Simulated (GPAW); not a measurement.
The system is SnTe.

```xyz
2
Lattice="0.0000 3.1509 3.1509 3.1509 0.0000 3.1509 3.1509 3.1509 0.0000" Properties=species:S:1:pos:R:3 pbc="T T T"
Te    3.1509    3.1509    3.1509
Sn    0.0000    0.0000    0.0000
```

Base run:

| Item | Value |
| --- | --- |
| Program | GPAW 26.7.0 |
| Functional | PBE |
| Potentials or basis | GPAW PAW data sets (gpaw-data 1.2.1) |
| Cutoff | 600 eV |
| Basis | pw |
| k mesh | 7 × 7 × 7 |
| Occupations | fermi-dirac, width 0.05 eV |
| Spin | no spin polarisation |

Its results: pressure 1.9 GPa.

Problem. The run is repeated on the same cell with these changes: potentials or basis from GPAW PAW data sets (gpaw-data 1.2.1) to GPAW PAW data sets (gpaw-data 1.2.1), other valence; valence electrons from 20 to 30. What comes out?

Solution. Pressure 0.8 GPa.
